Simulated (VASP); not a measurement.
# Ga (P6_3/mmc) in VASP: further runs

Runs on Ga. Level: PBE. Tasks: single point, relaxation of cell and atoms.

Program: VASP 6.6.1. These are calculated values, not measurements. Logs are shortened: lines on timing, memory, paths and dates and some standing lists are left out, and cuts for length are marked.

## (1) Starting point

Symmetry: P6_3/mmc, No. 194, hexagonal system. The conventional cell has a = 2.998 Å, b = 2.998 Å, c = 4.898 Å, α = 90.00°, β = 90.00°, γ = 120.00°. Ga (site symmetry -6m2) is surrounded by 12 Ga at 3.00 Å.

The cell was built by a generator and needn't be a form met in nature.

## (2) Single point, PBE

INCAR

```
PREC = Accurate
ENCUT = 520
EDIFF = 1E-6
ISMEAR = 0
SIGMA = 0.05
LREAL = F
LASPH = T
NELM = 100
ALGO = Fast
ISIF = 2
LWAVE = F
LCHARG = T
GGA = PE
LELF = T
LVHAR = T
NBANDS = 20
```

KPOINTS

```
regular mesh
0
Gamma
  8 8 4
```

POSCAR

```
Ga
1.0
    2.9976122055      0.0000000000      0.0000000000
   -1.4988061028      2.5960083207      0.0000000000
    0.0000000000      0.0000000000      4.8979009010
Ga
2
Direct
    0.3333333333      0.6666666667      0.7500000000
    0.6666666667      0.3333333333      0.2500000000
```

Potentials or basis: VASP PAW PBE potentials, release 64 (Ga_d).

Started as:

```sh
$ cat potpaw_PBE.64/Ga_d/POTCAR > POTCAR
$ mpirun -np 1 vasp_std > vasp.out
```

OUTCAR:

```text
PREC = Accurate
   ENCUT = 520
   EDIFF = 1E-6
   ISMEAR = 0
   LREAL = F
   LASPH = T
   NELM = 100
   ISIF = 2
   GGA = PE

 ion  position               nearest neighbor table
   1  0.333  0.667  0.750-
   2  0.667  0.333  0.250-

  LATTYP: Found a hexagonal cell.
 ALAT       =     2.9976122055
 C/A-ratio  =     1.6339341333

  Lattice vectors:

 A1 = (   2.9976122055,   0.0000000000,   0.0000000000)
 A2 = (  -1.4988061028,   2.5960083207,   0.0000000000)
 A3 = (   0.0000000000,   0.0000000000,   4.8979009010)

Analysis of symmetry for initial positions (statically):
=====================================================================
 Subroutine PRICEL returns:
 Original cell was already a primitive cell.

 Routine SETGRP: Setting up the symmetry group for a
 hexagonal supercell.

 Subroutine GETGRP returns: Found 24 space group operations
 (whereof 12 operations were pure point group operations)
 out of a pool of 24 trial point group operations.

The static configuration has the point symmetry D_3d.
 The point group associated with its full space group is D_6h.

Analysis of symmetry for dynamics (positions and initial velocities):
=====================================================================
 Subroutine PRICEL returns:
 Original cell was already a primitive cell.

 Routine SETGRP: Setting up the symmetry group for a
 hexagonal supercell.

 Subroutine GETGRP returns: Found 24 space group operations
 (whereof 12 operations were pure point group operations)
 out of a pool of 24 trial point group operations.

The dynamic configuration has the point symmetry D_3d.
 The point group associated with its full space group is D_6h.

 Subroutine INISYM returns: Found 24 space group operations
 (whereof 12 operations are pure point group operations),
 and found     1 'primitive' translations

----------------------------------------------------------------------------------------

                                     Primitive cell

  volume of cell :      38.1146

  direct lattice vectors                    reciprocal lattice vectors
     2.997612205  0.000000000  0.000000000     0.333598855  0.192603389  0.000000000
    -1.498806103  2.596008321  0.000000000     0.000000000  0.385206778  0.000000000
     0.000000000  0.000000000  4.897900901     0.000000000  0.000000000  0.204169096

  length of vectors
     2.997612205  2.997612206  4.897900901     0.385206778  0.385206778  0.204169096

[... 79 lines left out ...]
   NELM   =    100;   NELMIN=  2; NELMDL= -5     # of ELM steps
   EDIFF  = 0.1E-05   stopping-criterion for ELM
   LREAL  =      F    real-space projection
   EDIFFG = 0.1E-04   stopping-criterion for IOM
   NSW    =      0    number of steps for IOM
   IBRION =     -1    ionic relax: 0-MD 1-quasi-New 2-CG
   NFREE  =      0    steps in history (QN), initial steepest desc. (CG)
   ISIF   =      2    stress and relaxation
   ISYM   =      2    0-nonsym 1-usesym 2-fastsym
   POTIM  = 0.5000    time-step for ionic-motion
   TEBEG  =    0.0;   TEEND  =   0.0 temperature during run
   PSTRESS=    0.0 pullay stress
   NELECT =      26.0000    total number of electrons
   NUPDOWN=      -1.0000    fix difference up-down
   EMIN   =  10.00;   EMAX   =-10.00  energy-range for DOS
   EFERMI =   0.00;   METHOD = LEGACY
   ISMEAR =     0;   SIGMA  =   0.05  broadening in eV -4-tet -1-fermi 0-gaus
   EFERMI_NEDOS =   21; number of points for ismear=-14 and -15
   IALGO  =     68    algorithm
   IMIX   =      4    mixing-type and parameters
     AMIX     =   0.40;   BMIX     =  1.00
     AMIX_MAG =   1.60;   BMIX_MAG =  1.00
  volume/ion in A,a.u.               =      19.06       128.61
  Fermi-wavevector in a.u.,A,eV,Ry     =   1.441127  2.723334 28.257200  2.076846
  Thomas-Fermi vector in A             =   2.559794
   LORBIT       =      0    0 simple, 1 ext, 2 COOP (PROOUT), +10 PAW based schemes
   GGA     = PE    functional components
   LHFCALC =     F    Hartree Fock is set to
   AEXX    =    0.0000 exact exchange contribution
   IVDW    =     0    specifies the selected vdW correction
   LEPSILON=     F    determine dielectric tensor
   LRPA    =     F    only Hartree local field effects (RPA)
 non-spin polarized calculation
 RMM-DIIS sequential band-by-band and
 Gauss-broadening in eV      SIGMA  =   0.05
  energy-cutoff  :      520.00
  volume of cell :       38.11
 maximum number of plane-waves:      1050
 NGX is ok and might be reduce to    24
   NGX = 11   NGY = 11   NGZ = 19

 number of electron      26.0000029 magnetization

 Free energy of the ion-electron system (eV)
  ---------------------------------------------------
  ext. energy  EPLUGINS =         0.00000000
  ---------------------------------------------------
  free energy    TOTEN  =        -5.65904009 eV

  energy without entropy =       -5.65518684  energy(sigma->0) =       -5.65711347

 E-fermi :   5.6070     XC(G=0): -10.9734

 val. band max:        5.5749473693   @ k =   0.2500   0.2500   0.2500
 cond. band min:       5.6125115990   @ k =   0.2500   0.2500   0.5000
 fundamental gap:      0.0375642297
 Fermi energy:         5.6070171091

 k-point     1 :       0.0000    0.0000    0.0000
  band No.  band energies     occupation
      1      -9.5114      2.00000
      2      -9.4409      2.00000
      3      -9.4083      2.00000
      4      -9.4083      2.00000
      5      -9.3869      2.00000
      6      -9.3869      2.00000
[... 541 lines left out ...]
     19      15.5614      0.00000
     20      15.5614      0.00000

 [... further k-points ...]

------------------------ aborting loop because EDIFF is reached ----------------------------------------

  FORCE on cell =-STRESS in cart. coord.  units (eV):
  Direction    XX          YY          ZZ          XY          YZ          ZX
  --------------------------------------------------------------------------------------
  -------------------------------------------------------------------------------------
  Total       -0.0531755     -0.0531755     -0.0209551      0.0000000     -0.0000000      0.0000000
  in kB       -2.2352721     -2.2352721     -0.8808642      0.0000000     -0.0000000      0.0000000
  external PRESSURE =      -1.7838028 kB  Pullay stress =       0.0000000 kB

 VOLUME and BASIS-vectors are now :
 -----------------------------------------------------------------------------
  energy-cutoff  :      520.00
  volume of cell :       38.11
      direct lattice vectors                 reciprocal lattice vectors
     2.997612205  0.000000000  0.000000000     0.333598855  0.192603389  0.000000000
    -1.498806103  2.596008321  0.000000000     0.000000000  0.385206778  0.000000000
     0.000000000  0.000000000  4.897900901     0.000000000  0.000000000  0.204169096

 POSITION                                       TOTAL-FORCE (eV/Angst)
 -----------------------------------------------------------------------------------
     -0.00000      1.73067      3.67343         0.000000     -0.000000      0.000000
      1.49881      0.86534      1.22448        -0.000000      0.000000      0.000000
 -----------------------------------------------------------------------------------
    total drift:                               -0.000000      0.000000     -0.000000

  FREE ENERGIE OF THE ION-ELECTRON SYSTEM (eV)
  ---------------------------------------------------
  free  energy   TOTEN  =        -5.6590400900 eV

  energy  without entropy=       -5.6551868412  energy(sigma->0) =       -5.65711347
```

OSZICAR:

```text
N       E                     dE             d eps       ncg     rms          rms(c)
DAV:   1     0.133986728811E+03    0.13399E+03   -0.13283E+04  1264   0.246E+03
DAV:   2     0.581128562122E+01   -0.12818E+03   -0.12513E+03  1244   0.388E+02
DAV:   3    -0.554314789709E+01   -0.11354E+02   -0.11297E+02  1384   0.936E+01
DAV:   4    -0.571210434149E+01   -0.16896E+00   -0.16885E+00  1404   0.127E+01
DAV:   5    -0.571493419850E+01   -0.28299E-02   -0.28297E-02  1404   0.163E+00    0.115E+00
RMM:   6    -0.567045474856E+01    0.44479E-01   -0.67335E-02  1573   0.306E+00    0.603E-01
RMM:   7    -0.566008904735E+01    0.10366E-01   -0.25096E-02  1661   0.138E+00    0.152E-01
RMM:   8    -0.565901265358E+01    0.10764E-02   -0.20228E-03  1692   0.540E-01    0.184E-02
RMM:   9    -0.565902916374E+01   -0.16510E-04   -0.34995E-04  1852   0.234E-01    0.117E-02
RMM:  10    -0.565903920847E+01   -0.10045E-04   -0.80737E-05  1912   0.901E-02    0.169E-03
RMM:  11    -0.565904008805E+01   -0.87958E-06   -0.10432E-05  1384   0.283E-02    0.798E-04
RMM:  12    -0.565904009000E+01   -0.19572E-08   -0.22461E-06   955   0.177E-02
   1 F= -.56590401E+01 E0= -.56571135E+01  d E =-.385325E-02
```

stdout:

```text
POSCAR found type information on POSCAR Ga
 POSCAR found :  1 types and       2 ions
 scaLAPACK will be used
 LDA part: xc-table for (Slater+PW92), standard interpolation
 POSCAR, INCAR and KPOINTS ok, starting setup
 FFT: planning ... GRIDC
 FFT: planning ... GRID_SOFT
 FFT: planning ... GRID
 WAVECAR not read
 entering main loop
```

Wall time 8.2 s (1 thread of Intel Xeon 6975P-C (Granite Rapids), shared host); peak memory 0.15 GiB.

What came out:

```yaml
Free_energy: -5.6590 eV
Pressure: -0.2 GPa
Band_gap_on_the_k_mesh: none (metal or under the smearing width)
```

Levels at points of the mesh, in eV from the Fermi level:
| k point | band 9 | band 10 | band 11 | band 12 | band 13 | band 14 | band 15 | band 16 | band 17 | band 18 |
| --- | --- | --- | --- | --- | --- | --- | --- | --- | --- | --- |
| (0.00, 0.00, 0.00) | -14.84 | -14.84 | -11.11 | -5.09 | -4.07 | 9.47 | 9.47 | 11.41 | 11.41 | 12.11 |
| (0.50, 0.00, 0.00) | -14.82 | -14.80 | -5.73 | -4.94 | 0.22 | 0.47 | 0.90 | 2.99 | 4.77 | 8.25 |
| (0.00, 0.00, 0.50) | -14.88 | -14.88 | -9.50 | -9.50 | 3.42 | 3.42 | 10.63 | 10.63 | 10.63 | 10.63 |
| (0.50, 0.00, 0.50) | -14.81 | -14.81 | -4.21 | -4.21 | -3.23 | -3.23 | 6.43 | 6.43 | 7.16 | 7.16 |

## (3) Relaxation of cell and atoms, PBE

This run uses another cell than the first one, of 19.59 Å³/atom, 1.028 times its volume.

INCAR

```
PREC     = Accurate       # precision mode
ENCUT    = 600            # plane-wave cutoff, eV
EDIFF    = 1E-6           # SCF threshold, eV
ISMEAR   = 0              # smearing method
SIGMA    = 0.05           # smearing width, eV
LREAL    = F              # projectors in reciprocal space
LASPH    = T              # aspherical terms in the spheres
NELM     = 100            # most SCF steps
ALGO     = Normal         # electronic algorithm
ISIF     = 3              # what is computed and relaxed
LWAVE    = F              # write WAVECAR
LCHARG   = F              # write CHGCAR
GGA      = PE             # functional
IBRION   = 2              # ionic algorithm
NSW      = 80             # ionic steps
EDIFFG   = -0.03          # ionic threshold
```

KPOINTS is that of step 2.

POSCAR

```
Ga
1.0
    3.0259128626      0.0000000000      0.0000000000
   -1.5129564313      2.6205174086      0.0000000000
    0.0000000000      0.0000000000      4.9423243422
Ga
2
Direct
    0.3333333333      0.6666666667      0.7500000000
    0.6666666667      0.3333333333      0.2500000000
```

Potentials or basis: VASP PAW PBE potentials, release 64 (Ga_d).

Started as:

```sh
$ cat potpaw_PBE.64/Ga_d/POTCAR > POTCAR
$ mpirun -np 1 vasp_std > vasp.out
```

Run time: 14 s. Hardware: 1 thread of Intel Xeon 6975P-C (Granite Rapids), shared host; peak memory 0.17 GiB.

The run converged. Its results:

```yaml
Free_energy: -5.6591 eV
Relaxed_volume: 19.01 Å³/atom
Relaxed_cell: a = 2.995 Å, b = 2.995 Å, c = 4.894 Å, α = 90.00°, β = 90.00°, γ = 120.00°
Space_group_after_relaxing_to_0.05_Å: P6_3/mmc (No. 194)
Energy_gained_by_relaxing: 2.4 meV/atom
Ionic_steps: 3
Pressure_after_relaxing: 0.1 GPa
Band_gap_on_the_k_mesh: none (metal or under the smearing width)
```

Stress tensor (GPa, compression positive):
```
0.05 0.00 0.00
0.00 0.05 0.00
0.00 0.00 0.19
```

Step by step:
```tsv
step	energy change (eV)	largest force (eV/Å)	pressure (GPa)	volume (Å³)
1	0.0000	0.0000	-1.25	39.19
2	-0.0045	0.0000	-0.38	38.33
3	-0.0048	0.0000	0.10	38.02
```

Final structure:
```xyz
2
Lattice="2.9951 0.0000 0.0000 -1.4976 2.5939 0.0000 0.0000 0.0000 4.8935" Properties=species:S:1:pos:R:3 pbc="T T T"
Ga    0.0000    1.7292    3.6702
Ga    1.4976    0.8646    1.2234
```

Levels at points of the mesh, in eV from the Fermi level:
```csv
k point,band 9,band 10,band 11,band 12,band 13,band 14,band 15,band 16,band 17
"(0.00, 0.00, 0.00)",-14.84,-14.84,-11.13,-5.10,-4.08,9.49,9.49,11.44,11.44
"(0.50, 0.00, 0.00)",-14.82,-14.80,-5.74,-4.95,0.23,0.47,0.90,2.99,4.77
"(0.00, 0.00, 0.50)",-14.88,-14.88,-9.52,-9.52,3.42,3.42,10.65,10.65,10.65
"(0.50, 0.00, 0.50)",-14.81,-14.81,-4.22,-4.22,-3.24,-3.24,6.44,6.44,7.17
```
